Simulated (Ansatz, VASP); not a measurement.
# One calculation of GaN, two programs

```xyz
2
Lattice="0.0000 2.2535 2.2535 2.2535 0.0000 2.2535 2.2535 2.2535 0.0000" Properties=species:S:1:pos:R:3 pbc="T T T"
Ga    0.0000    0.0000    0.0000
N     1.1268    1.1268    1.1268
```

The cell is a database's computed one.

Alike in both runs: task single point; functional PBE; k mesh 10 × 10 × 10; occupations gaussian, width 0.016 eV; no spin polarisation.

|  | VASP | Ansatz |
| --- | --- | --- |
| version | VASP 6.6.1 | Ansatz 0.2.0 |
| potentials or method | VASP PAW PBE potentials, release 64 (Ga_d, N) | Ansatz PAW |
| plane-wave cutoff (eV) | 520 | 420 |
| valence electrons in the cell | 18 | 18 |

```csv
,VASP,Ansatz,Ansatz less VASP
gap on the k mesh at the Fermi level (eV),1.72,1.72,-0.007
least direct gap on the mesh (eV),1.72,1.72,-0.007
pressure (GPa),5.1,5.0,-0.07
```

Caveats: the pressure holds a Pulay correction of +0.5 GPa for the finite cutoff (Ansatz). PBE gaps usually lie below the measured ones, often by a third to a half.
